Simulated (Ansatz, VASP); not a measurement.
## MgO in VASP and in Ansatz

```xyz
2
Lattice="0.0000 2.2820 2.2820 2.2820 0.0000 2.2820 2.2820 2.2820 0.0000" Properties=species:S:1:pos:R:3 pbc="T T T"
Mg    0.0000    0.0000    0.0000
O     1.1410    1.1410    1.1410
```

The cell was built by a generator and needn't be a form met in nature.

Alike in both runs: task single point; functional HSE06; k mesh 4 × 4 × 4; no spin polarisation.

|  | VASP | Ansatz |
| --- | --- | --- |
| version | VASP 6.6.1 | Ansatz 0.2.0 |
| potentials or method | VASP PAW PBE potentials, release 64 (Mg, O) | plane waves, PAW |
| plane-wave cutoff (eV) | 520 | 420 |
| occupations | gaussian, width 0.01 eV | fixed |
| valence electrons in the cell | 8 | 16 |

VASP gave:

| Item | Value |
| --- | --- |
| gap on the k mesh at the Fermi level (eV) | 5.25 |
| pressure (GPa) | -0.1 |

Question: Which values does Ansatz return?

Answer: gap on the k mesh at the Fermi level (eV): 5.28; pressure (GPa): 0.0.

The two sets of potentials don't hold the same shells in valence. Ansatz warned: «stress_exchange_threshold_loose».

Caveats: the k mesh is coarse (spacing up to 0.60 Å⁻¹), so the values aren't converged, least of all with exact exchange; the PAW data sets were made with another functional, which shifts forces and pressure a little (VASP).
